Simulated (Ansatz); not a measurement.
A 3-atom cell of WS2 started from a crystallographic database, relaxed with r2SCAN+rVV10, was run in the plane-wave code Ansatz under altered settings. All numbers are computed, without spin polarisation but where a row says otherwise.

```xyz
3
Lattice="1.5859 0.9156 6.2375 -1.5859 0.9156 6.2375 0.0000 -1.8312 6.2375" Properties=species:S:1:pos:R:3 pbc="T T T"
W     0.0000    0.0000    0.0125
S     0.0000    0.0000    4.6885
S     0.0000    0.0000    7.8120
```

The base run's other keys:
```yaml
kpoints:
  mp_grid: { grid: [4, 4, 4] }
hamiltonian:
  xc: hse06
scf:
  occupations: { method: fixed }
  n_extra_bands: 4
```

It takes 16 iterations with 1041 plane waves at 420 eV and 13 k points, and leaves a mean stress of -1.58 GPa. The gap over this mesh is 1.965 eV.

Outcomes, with energy and stress as changes against the base:

| setting | outcome | ΔF (meV/atom) | Δ mean stress (GPa) | gap on the mesh (eV) | iterations |
| --- | --- | --- | --- | --- | --- |
| PBE hybrid, exx coeff 0.75, unscreened | converged | – | -8.3 | 5.231 | 30 |
| PBE hybrid, exx coeff 1.0, omega 0.5 1/Å | converged | – | -7.9 | 2.357 | 27 |
| hamiltonian.xc: hf | converged | – | +5.0 | 6.634 | 35 |
| PBE hybrid, exx coeff 0.1, unscreened | converged | – | +2.6 | 1.889 | 17 |
| magnetization.initial_magnetization: 6.0 | refused | – | – | – | – |
| basis.ecutwfc: 0 | refused | – | – | – | – |

A dash marks a value that wasn't obtained or can't be compared. Stress is positive in compression.

- PBE hybrid, exx coeff 0.75, unscreened. That is 75 % exact exchange, at all ranges, against HSE06's 25 % screened at 0.208 1/Å. The mean stress moves by -8.3 GPa and the gap on the mesh by +3.266 eV (to 5.231). Totals of different functionals aren't comparable.
- PBE hybrid, exx coeff 1.0, omega 0.5 1/Å. That is 100 % exact exchange, screened with ω = 0.5 1/Å, against HSE06's 25 % screened at 0.208 1/Å. The mean stress moves by -7.9 GPa and the gap on the mesh by +0.392 eV (to 2.357). Totals of different functionals aren't comparable.
- hamiltonian.xc: hf. The mean stress moves by +5.0 GPa and the gap on the mesh by +4.669 eV (to 6.634). It's another functional on the same cell, so totals aren't comparable.
- PBE hybrid, exx coeff 0.1, unscreened. That is 10 % exact exchange, at all ranges, against HSE06's 25 % screened at 0.208 1/Å. The mean stress moves by +2.6 GPa and the gap on the mesh by -0.076 eV (to 1.889). Totals of different functionals aren't comparable.
- magnetization.initial_magnetization: 6.0. It is rejected at once. Error: inconsistent input (scf.occupations.method, magnetization): a σ = 0 step fill (method: fixed, or a smearing width below the step floor) with no hard lock on the total moment puts the same N_el/2 bands in each spin channel, which gives a total moment of zero, but the starting moments sum to +6.0000 μB […]
- basis.ecutwfc: 0. The program doesn't start. Error: invalid value for `basis.ecutwfc`: must be finite and > 0; got 0 eV

No spin-orbit coupling is included; it can move band edges with weight on the heavy atoms by tenths of an eV.

The program warns that its thresholds are loose for a hybrid's stress.

The meshes of the hybrids are coarse, so their gaps aren't converged to the digits shown.
